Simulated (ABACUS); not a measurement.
# W2C (P-3m1) in ABACUS: further runs

The runs below take W2C through equation of state, with PBE.

Program: ABACUS 3.10.1. These are calculated values, not measurements. Logs are shortened: lines on timing, memory, paths and dates and some standing lists are left out, and cuts for length are marked.

**1. Starting point**

It takes space group P-3m1 (No. 164, trigonal). Conventional cell: a = 3.070 Å, b = 3.070 Å, c = 4.678 Å, α = 90.00°, β = 90.00°, γ = 120.00°. W (site symmetry 3m) has 3 C at 2.13 Å as nearest neighbours. Around C (site symmetry -3m) lie 6 W at 2.13 Å.

The cell comes from a database or a generator and needn't be the stable form of this composition.

**2. Equation of state, PBE, 11.97 Å³/atom (volume scaled by 0.94)**

INPUT reads:

```
INPUT_PARAMETERS
suffix              W2C
calculation         scf
basis_type          lcao
pseudo_dir          ./
orbital_dir         ./
symmetry            1
dft_functional      pbe
ecutwfc             100
pseudo_rcut         10
nspin               1
nbands              20
ks_solver           genelpa
smearing_method     fd
smearing_sigma      0.00367493
scf_thr             1e-07
scf_nmax            100
mixing_type         broyden
mixing_beta         0.7
cal_force           1
cal_stress          1
out_mul             1
```

STRU reads:

```
ATOMIC_SPECIES
W 183.8400 W.upf
C 12.0110 C.upf

NUMERICAL_ORBITAL
W_confined-atom_7au_3s2p2d1f.orb
C_confined-atom_6au_2s2p1d.orb

LATTICE_CONSTANT
1.8897261246

LATTICE_VECTORS
3.0073740640 0.0000000000 0.0000000000
-1.5036870320 2.6044623381 0.0000000000
0.0000000000 0.0000000000 4.5829230794

ATOMIC_POSITIONS
Direct

W
0.0
2
0.6666666667 0.3333333333 0.2536690000 1 1 1
0.3333333333 0.6666666667 0.7463310000 1 1 1

C
0.0
1
0.0000000000 0.0000000000 0.0000000000 1 1 1
```

KPT reads:

```
K_POINTS
0
Gamma
10 10 6 0 0 0
```

Potentials or basis: PseudoDojo NC SR 0.4.1 PBE standard, DZP LCAO (the cutoffs set its grid).

Run with:

```console
OMP_NUM_THREADS=1 mpirun -np 4 abacus > log
```

running log:

```text
ABACUS v3.10.1

               Atomic-orbital Based Ab-initio Computation at UStc

 ------------------------------------------------------------------------------------

 READING GENERAL INFORMATION
                           global_out_dir = OUT.W2C/
                           global_in_card = INPUT
                               pseudo_dir = ./
                              orbital_dir = ./
                                    DSIZE = 4
                                    GSIZE = 1

 READING UNITCELL INFORMATION
                                    ntype = 2
                  lattice constant (Bohr) = 1.88973
              lattice constant (Angstrom) = 1

 READING ATOM TYPE 1
                               atom label = W
                      L=0, number of zeta = 3
                      L=1, number of zeta = 2
                      L=2, number of zeta = 2
                      L=3, number of zeta = 1
             number of atom for this type = 2

 READING ATOM TYPE 2
                               atom label = C
                      L=0, number of zeta = 2
                      L=1, number of zeta = 2
                      L=2, number of zeta = 1
             number of atom for this type = 1

                        TOTAL ATOM NUMBER = 3
DIRECT COORDINATES
    atom                   x                   y                   z     mag                  vx                  vy                  vz
taud_W1            0.6666666667        0.3333333333        0.2536690000  0.0000        0.0000000000        0.0000000000        0.0000000000
taud_W2            0.3333333333        0.6666666667        0.7463310000  0.0000        0.0000000000        0.0000000000        0.0000000000
taud_C1            0.0000000000        0.0000000000        0.0000000000  0.0000        0.0000000000        0.0000000000        0.0000000000

                          Volume (Bohr^3) = 242.239
                             Volume (A^3) = 35.8961

 Lattice vectors: (Cartesian coordinate: in unit of a_0)
             +3.00737                  +0                  +0
             -1.50369            +2.60446                  +0
                   +0                  +0            +4.58292
 Reciprocal vectors: (Cartesian coordinate: in unit of 2 pi/a_0)
            +0.332516           +0.191978                  -0
                   -0           +0.383956                  -0
                   +0                  -0           +0.218201
 The esolver type has been set to : ksdft_lcao

                PAO radial cut off (Bohr) = 10

 Read in pseudopotential file is W.upf
                     pseudopotential type = NC
          exchange-correlation functional = PBE
                 nonlocal core correction = 1
                        valence electrons = 14
                                     lmax = 3
                           number of zeta = 4
                     number of projectors = 8
                           L of projector = 0
                           L of projector = 0
                           L of projector = 1
                           L of projector = 1
                           L of projector = 2
                           L of projector = 2
                           L of projector = 3
                           L of projector = 3
                PAO radial cut off (Bohr) = 10

 Read in pseudopotential file is C.upf
                     pseudopotential type = NC
          exchange-correlation functional = PBE
                 nonlocal core correction = 1
                        valence electrons = 4
                                     lmax = 1
                           number of zeta = 2
                     number of projectors = 4
                           L of projector = 0
                           L of projector = 0
                           L of projector = 1
                           L of projector = 1
     initial pseudo atomic orbital number = 24

 SETUP THE ELECTRONS NUMBER
             electron number of element W = 14
       total electron number of element W = 28
             electron number of element C = 4
       total electron number of element C = 4
            AUTOSET number of electrons:  = 32
                           occupied bands = 16
                                   NLOCAL = 65
                                   NBANDS = 20
                                   NBANDS = 20
                                   NLOCAL = 65

%%%%%%%%%%%%%%%%%%%%%%%%%%%%%%%%%%%%%%%%%%%%%%%%%%%%%%%%%%%%%%%%%%%%%%%%%%%%%%%%%%%%%%%%%%%%%%%%%%%%%%%%%%
 Warning: the number of valence electrons in pseudopotential > 6 for W: [Xe] 4f14 5d4 6s2
[... 79 lines left out ...]
               POINT GROUP IN SPACE GROUP = D_3d

 SETUP K-POINTS
                                    nspin = 1
                   Input type of k points = Monkhorst-Pack(Gamma)
                                   nkstot = 600
                       right hand lattice = 1
(for reciprocal lattice: )
                             BRAVAIS TYPE = 4
                     BRAVAIS LATTICE NAME = 04. Hexagonal cell
                                    ibrav = 4
                       right hand lattice = 1
(for k-lattice: )
                             BRAVAIS TYPE = 4
                     BRAVAIS LATTICE NAME = 04. Hexagonal cell
                                    ibrav = 4
                       right hand lattice = 1
                        ROTATION MATRICES = 24
                               nkstot_ibz = 72
K-POINTS REDUCTION ACCORDING TO SYMMETRY
     IBZ    DIRECT_X    DIRECT_Y    DIRECT_Z  WEIGHT  ibz2bz
       1  0.00000000  0.00000000  0.00000000  0.0017       0
       2 -0.10000000  0.10000000  0.00000000  0.0100       1
       3 -0.20000000  0.20000000  0.00000000  0.0100       2
       4 -0.30000000  0.30000000  0.00000000  0.0100       3
       5 -0.40000000  0.40000000  0.00000000  0.0100       4
       6  0.50000000  0.50000000  0.00000000  0.0050       5
[... 22 lines left out ...]
      29  0.40000000  0.50000000  0.16666667  0.0200     115
      30  0.40000000 -0.30000000  0.16666667  0.0200     116
[... 42 further k points ...]

                               nkstot now = 72
[... K-POINTS DIRECT COORDINATES: 72 rows ...]

           k-point number in this process = 72
       minimum distributed K point number = 72
[... stars of the k points ...]

[... K-POINTS CARTESIAN COORDINATES: 72 rows ...]

[... K-POINTS DIRECT COORDINATES: 72 rows ...]

 SETUP PLANE WAVES FOR WAVE FUNCTIONS
     energy cutoff for wavefunc (unit:Ry) = 100
              fft grid for wave functions = [ 40, 40, 60 ]
                    number of plane waves = 5737
                         number of sticks = 283

 PARALLEL PW FOR WAVE FUNCTIONS
     PROC   COLUMNS(POT)             PW
        1             71           1435
        2             71           1435
        3             71           1435
        4             70           1432
 --------------- sum -------------------
        4            283           5737

 SET NONLOCAL PSEUDOPOTENTIAL PROJECTORS
 SET NONLOCAL PSEUDOPOTENTIAL PROJECTORS
 max number of nonlocal projetors among all species is 8

 -------------------------------------------
 SELF-CONSISTENT
 -------------------------------------------

 SETUP SEARCHING RADIUS FOR PROGRAM TO SEARCH ADJACENT ATOMS
                  longest orb rcut (Bohr) = 7
   longest nonlocal projector rcut (Bohr) = 2.06
                     search radius (Bohr) = 18.1
              searching radius is (Bohr)) = 18.1
         searching radius unit is (Bohr)) = 1.89
                         PeriodicBoundary = 1
                        Radius(unit:lat0) = 9.59
                                   glayer = [ 5, 5, 4 ]
                             glayer_minus = [ 4, 4, 3 ]

Find the coordinate range of the input atom(unit:lat0).
                                  min_tau = [ -18, -10.4, -13.7 ]
                                  max_tau = [ 19.5, 12.2, 17.2 ]
                                BoxNumber = [ 9, 9, 7 ]

 SETUP EXTENDED REAL SPACE GRID FOR GRID INTEGRATION
                          real space grid = [ 40, 40, 60 ]
                 big cell numbers in grid = [ 8, 8, 20 ]
             meshcell numbers in big cell = [ 5, 5, 3 ]
                        extended fft grid = [ 12, 12, 17 ]
                dimension of extened grid = [ 33, 33, 55 ]
                            UnitCellTotal = 75
              Atom number in sub-FFT-grid = 3
    Local orbitals number in sub-FFT-grid = 65
                                ParaV.nnr = 58669
                                 init_chg = atomic

 LCAO ALGORITHM --------------- ION=   1  ELEC=   1--------------------------------

 Density error is 0.085039805511
----------------------------------------------------------
     Energy           Rydberg                 eV
----------------------------------------------------------
 E_KohnSham     -315.1724962861      -4288.1418023752
 E_Harris       -317.6911265736      -4322.4095254407
 E_Fermi        1.7065960527         23.2194305006
----------------------------------------------------------
[... 80 lines left out ...]
 Density error is 8.04785872649e-08
----------------------------------------------------------
     Energy           Rydberg                 eV
----------------------------------------------------------
 E_KohnSham     -315.4169441577      -4291.4676862920
 E_KS(sigma->0) -315.4162826059      -4291.4586854187
 E_Harris       -315.4169436213      -4291.4676789951
 E_band         -9.4825235090        -129.0163511416
 E_one_elec     -27.2301396921       -370.4850571489
 E_Hartree      34.2026063904        465.3503333604
 E_xc           -70.8216942608       -963.5785839604
 E_Ewald        -251.5663934916      -3422.7363767965
 E_entropy(-TS) -0.0013231035        -0.0180017464
 E_descf        0.0000000000         0.0000000000
 E_exx          0.0000000000         0.0000000000
 E_Fermi        1.6757902947         22.8002966605
----------------------------------------------------------

 charge density convergence is achieved
 final etot is -4291.4676863 eV
 EFERMI = 22.800296661 eV

 STATE ENERGY(eV) AND OCCUPATIONS    NSPIN == 1
 1/72 kpoint (Cartesian) = 0.0000 0.0000 0.0000 (1026 pws)
       1       -51.9816     0.00333333
       2       -51.8810     0.00333333
       3       -16.7988     0.00333333
       4       -16.0355     0.00333333
       5       -16.0355     0.00333333
       6       -15.8719     0.00333333
[... 122 lines left out ...]
      19        26.1704    5.34638e-32
      20        26.3358    1.95507e-33

[... levels at 66 further k points ...]

 correction force for each atom along direction 1 is 4.55207e-15
 correction force for each atom along direction 2 is -2.99507e-14
 correction force for each atom along direction 3 is 3.99175e-14
------------------------------------------------------------------------------------------
 TOTAL-FORCE (eV/Angstrom)
------------------------------------------------------------------------------------------
                        W1         0.0000000000         0.0000000000         0.8124574750
                        W2         0.0000000000         0.0000000000        -0.8124574750
                        C1         0.0000000000         0.0000000000         0.0000000000
------------------------------------------------------------------------------------------

----------------------------------------------------------------
 TOTAL-STRESS (KBAR)
----------------------------------------------------------------
       231.0649311644         0.0000000000         0.0000000000
         0.0000000000       231.0649311655         0.0000000000
        -0.0000000000         0.0000000000       254.2141299214
----------------------------------------------------------------
 TOTAL-PRESSURE: 238.781331 KBAR

 --------------------------------------------
 !FINAL_ETOT_IS -4291.4676862919604901 eV
 --------------------------------------------
```

Run time: 8.3 s. Hardware: 4 MPI ranks of AMD EPYC 7B13 (Zen 3), shared host; peak memory 0.44 GiB.

Results:

- Free energy: -4291.4677 eV
- Pressure: 23.9 GPa
- Largest force: 0.812 eV/Å
- Band gap on the k mesh: none (metal or under the smearing width)
- Mulliken charges: W +0.32; C -0.65 e

Caveat: the atomic orbitals were generated for these runs and aren't a published set; Mulliken charges move with the basis; the basis of atomic orbitals isn't converged, which shifts pressures, moduli and gaps.

**3. Equation of state, PBE, 12.22 Å³/atom (volume scaled by 0.96)**

INPUT is that of step 2.

Changes to STRU since step 2:

```diff
@@ -12,5 +12,5 @@
 LATTICE_VECTORS
-3.0073740640 0.0000000000 0.0000000000
--1.5036870320 2.6044623381 0.0000000000
-0.0000000000 0.0000000000 4.5829230794
+3.0285534524 0.0000000000 0.0000000000
+-1.5142767262 2.6228042265 0.0000000000
+0.0000000000 0.0000000000 4.6151982490
```

KPT is that of step 2.

Potentials or basis: PseudoDojo NC SR 0.4.1 PBE standard, DZP LCAO (the cutoffs set its grid).

Run with:

```console
OMP_NUM_THREADS=1 mpirun -np 4 abacus > log
```

Run time: 8.3 s. Hardware: 4 MPI ranks of AMD EPYC 7B13 (Zen 3), shared host; peak memory 0.48 GiB.

It converged, with:

* Free energy: -4291.5602 eV
* Pressure: 15.1 GPa
* Largest force: 0.596 eV/Å
* Band gap on the k mesh: none (metal or under the smearing width)
* Mulliken charges: W +0.31; C -0.62 e

Caveat: the atomic orbitals were generated for these runs and aren't a published set; Mulliken charges move with the basis; the basis of atomic orbitals isn't converged, which shifts pressures, moduli and gaps.

**4. Equation of state, PBE, 12.47 Å³/atom (volume scaled by 0.98)**

INPUT is that of step 3.

Changes to STRU since step 3:

```diff
@@ -12,5 +12,5 @@
 LATTICE_VECTORS
-3.0285534524 0.0000000000 0.0000000000
--1.5142767262 2.6228042265 0.0000000000
-0.0000000000 0.0000000000 4.6151982490
+3.0494406880 0.0000000000 0.0000000000
+-1.5247203440 2.6408931031 0.0000000000
+0.0000000000 0.0000000000 4.6470282083
```

KPT is that of step 3.

Run with:

```console
OMP_NUM_THREADS=1 mpirun -np 4 abacus > log
```

It took 8.1 s on 4 MPI ranks of AMD EPYC 7B13 (Zen 3), shared host; peak memory 0.44 GiB.

The run converged. Its results:

| Item | Value |
| --- | --- |
| Free energy | -4291.6133 eV |
| Pressure | 7.3 GPa |
| Largest force | 0.395 eV/Å |
| Band gap on the k mesh | none (metal or under the smearing width) |
| Mulliken charges | W +0.30; C -0.60 e |

Caveat: the atomic orbitals were generated for these runs and aren't a published set; Mulliken charges move with the basis; the basis of atomic orbitals isn't converged, which shifts pressures, moduli and gaps.

**5. Equation of state, PBE, 12.73 Å³/atom**

INPUT is that of step 4.

Changes to STRU since step 4:

```diff
@@ -12,5 +12,5 @@
 LATTICE_VECTORS
-3.0494406880 0.0000000000 0.0000000000
--1.5247203440 2.6408931031 0.0000000000
-0.0000000000 0.0000000000 4.6470282083
+3.0700456420 0.0000000000 0.0000000000
+-1.5350228210 2.6587375167 0.0000000000
+0.0000000000 0.0000000000 4.6784280000
```

KPT is that of step 4.

Run with:

```console
OMP_NUM_THREADS=1 mpirun -np 4 abacus > log
```

Wall time 8.8 s (4 MPI ranks of AMD EPYC 7B13 (Zen 3), shared host); peak memory 0.44 GiB.

The run converged. Its results:

```yaml
Free_energy: -4291.6309 eV
Pressure: 0.2 GPa
Largest_force: 0.209 eV/Å
Band_gap_on_the_k_mesh: none (metal or under the smearing width)
Mulliken_charges: W +0.29; C -0.59 e
```

Caveat: the atomic orbitals were generated for these runs and aren't a published set; Mulliken charges move with the basis; the basis of atomic orbitals isn't converged, which shifts pressures, moduli and gaps.

**6. Equation of state, PBE, 12.98 Å³/atom (volume scaled by 1.02)**

INPUT is that of step 5.

Changes to STRU since step 5:

```diff
@@ -12,5 +12,5 @@
 LATTICE_VECTORS
-3.0700456420 0.0000000000 0.0000000000
--1.5350228210 2.6587375167 0.0000000000
-0.0000000000 0.0000000000 4.6784280000
+3.0903776626 0.0000000000 0.0000000000
+-1.5451888313 2.6763455631 0.0000000000
+0.0000000000 0.0000000000 4.7094118698
```

KPT is that of step 5.

Potentials or basis: PseudoDojo NC SR 0.4.1 PBE standard, DZP LCAO (the cutoffs set its grid).

Run with:

```console
OMP_NUM_THREADS=1 mpirun -np 4 abacus > log
```

Wall time 8.7 s (4 MPI ranks of AMD EPYC 7B13 (Zen 3), shared host); peak memory 0.44 GiB.

Results (log left out):

* Free energy: -4291.6165 eV
* Pressure: -6.1 GPa
* Largest force: 0.037 eV/Å
* Band gap on the k mesh: none (metal or under the smearing width)
* Mulliken charges: W +0.28; C -0.57 e

Caveat: the atomic orbitals were generated for these runs and aren't a published set; Mulliken charges move with the basis; the basis of atomic orbitals isn't converged, which shifts pressures, moduli and gaps.

**7. Equation of state, PBE, 13.24 Å³/atom (volume scaled by 1.04)**

INPUT is that of step 6.

Changes to STRU since step 6:

```diff
@@ -12,5 +12,5 @@
 LATTICE_VECTORS
-3.0903776626 0.0000000000 0.0000000000
--1.5451888313 2.6763455631 0.0000000000
-0.0000000000 0.0000000000 4.7094118698
+3.1104456123 0.0000000000 0.0000000000
+-1.5552228062 2.6937249173 0.0000000000
+0.0000000000 0.0000000000 4.7399933233
```

KPT is that of step 6.

Run with:

```console
OMP_NUM_THREADS=1 mpirun -np 4 abacus > log
```

It took 8.2 s on 4 MPI ranks of AMD EPYC 7B13 (Zen 3), shared host; peak memory 0.44 GiB.

Results (log left out):

* Free energy: -4291.5735 eV
* Pressure: -11.8 GPa
* Largest force: 0.124 eV/Å
* Band gap on the k mesh: none (metal or under the smearing width)
* Mulliken charges: W +0.28; C -0.55 e

Caveat: the atomic orbitals were generated for these runs and aren't a published set; Mulliken charges move with the basis; the basis of atomic orbitals isn't converged, which shifts pressures, moduli and gaps.

**8. Equation of state, PBE, 13.49 Å³/atom (volume scaled by 1.06)**

INPUT is that of step 7.

Changes to STRU since step 7:

```diff
@@ -12,5 +12,5 @@
 LATTICE_VECTORS
-3.1104456123 0.0000000000 0.0000000000
--1.5552228062 2.6937249173 0.0000000000
-0.0000000000 0.0000000000 4.7399933233
+3.1302579020 0.0000000000 0.0000000000
+-1.5651289510 2.7108828635 0.0000000000
+0.0000000000 0.0000000000 4.7701851776
```

KPT is that of step 7.

Run with:

```console
OMP_NUM_THREADS=1 mpirun -np 4 abacus > log
```

Wall time 8.3 s (4 MPI ranks of AMD EPYC 7B13 (Zen 3), shared host); peak memory 0.44 GiB.

It converged, with:

- Free energy: -4291.5046 eV
- Pressure: -17.0 GPa
- Largest force: 0.273 eV/Å
- Band gap on the k mesh: none (metal or under the smearing width)
- Mulliken charges: W +0.27; C -0.53 e

Caveat: the atomic orbitals were generated for these runs and aren't a published set; Mulliken charges move with the basis; the basis of atomic orbitals isn't converged, which shifts pressures, moduli and gaps.

**9. Equation of state, PBE**

Potentials or basis: PseudoDojo NC SR 0.4.1 PBE standard, DZP LCAO (the cutoffs set its grid).

No new run: the results of the series are fitted here.

Results:

* Equilibrium volume: 12.74 Å³/atom
* Bulk modulus at fixed shape and positions: 333 GPa
* Pressure derivative of the bulk modulus: 4.3

Energy against volume, from the lowest point:
```csv
volume (Å³/atom),energy (meV/atom)
11.965,54.40
12.220,23.55
12.475,5.85
12.729,0.00
12.984,4.79
13.238,19.14
13.493,42.09
```

Caveat: the atomic orbitals were generated for these runs and aren't a published set; the cell was scaled at fixed shape and fractional positions, which overstates the stiffness of a crystal with free parameters, most of all of layers and chains; the basis of atomic orbitals isn't converged, which shifts pressures, moduli and gaps. Spin-orbit coupling is left out, which matters for the levels of W.
